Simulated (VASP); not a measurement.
# In: single point with revPBE

In:

```
CELL_PARAMETERS angstrom
3.12627 0.00000 0.00000
0.00000 3.12627 0.00000
0.00000 0.00000 3.12627
ATOMIC_POSITIONS crystal
In 0.00000 0.00000 0.00000
```

This isn't the form of In at room conditions, which is tetragonal.

```yaml
Program: VASP 6.6.1
Task: single point
Functional: revPBE
Potentials_or_basis: VASP PAW PBE potentials, release 64 (In_d)
Cutoff: 520 eV
k_mesh: 11 × 11 × 11
Occupations: fermi-dirac, width 0.1 eV
Spin: no spin polarisation
Dipole_correction: no
Further_INCAR_settings: ALGO = Normal; EDIFF = 1e-07; NBANDS = 12
```

The pressure is 0.2 GPa. The band gap on the k mesh is none (metal or under the smearing width).

Levels at points of the mesh, in eV from the Fermi level:
```csv
k point,band 4,band 5,band 6,band 7,band 8,band 9
"(0.00, 0.00, 0.00)",-14.31,-14.31,-8.61,6.94,6.94,6.94
```

Run time: 12 s on 1 thread of Intel(R) Xeon(R) Platinum 8375C CPU @ 2.90GHz (Ice Lake), with other jobs on the host, peak memory 0.14 GiB.

Caveat: the PAW data sets were made with another functional, which shifts forces and pressure a little.
